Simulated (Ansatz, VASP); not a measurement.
## Two plane-wave programs on Mg

```
Mg
1.0
    -1.77276    1.77276    1.77276
     1.77276   -1.77276    1.77276
     1.77276    1.77276   -1.77276
Mg
1
Direct
  0.00000 0.00000 0.00000
```

Alike in both runs: task relaxation of cell and atoms; functional r2SCAN; k mesh 16 × 16 × 16; occupations gaussian, width 0.1 eV; no spin polarisation.

|  | VASP | Ansatz |
| --- | --- | --- |
| version | VASP 6.6.1 | Ansatz 0.2.0 |
| potentials or method | VASP PAW PBE potentials, release 64 (Mg) | scalar-relativistic, plane waves, PAW |
| plane-wave cutoff (eV) | 600 | 500 |
| valence electrons in the cell | 2 | 10 |

Ansatz gave:

* gap on the k mesh at the Fermi level, each at its own relaxed structure (eV): none
* relaxed volume (Å³/atom): 22.51
* relaxed cell length with the largest relative difference (Å): 3.081

Task: Estimate VASP's values.

Result: gap on the k mesh at the Fermi level, each at its own relaxed structure (eV): none; relaxed volume (Å³/atom): 22.35; relaxed cell length with the largest relative difference (Å): 3.073.

A gap of «none» marks a metal or a gap that the smearing closes. The two sets of potentials don't hold the same shells in valence.

Caveats: the PAW data sets were made with another functional, which shifts forces and pressure a little (VASP).
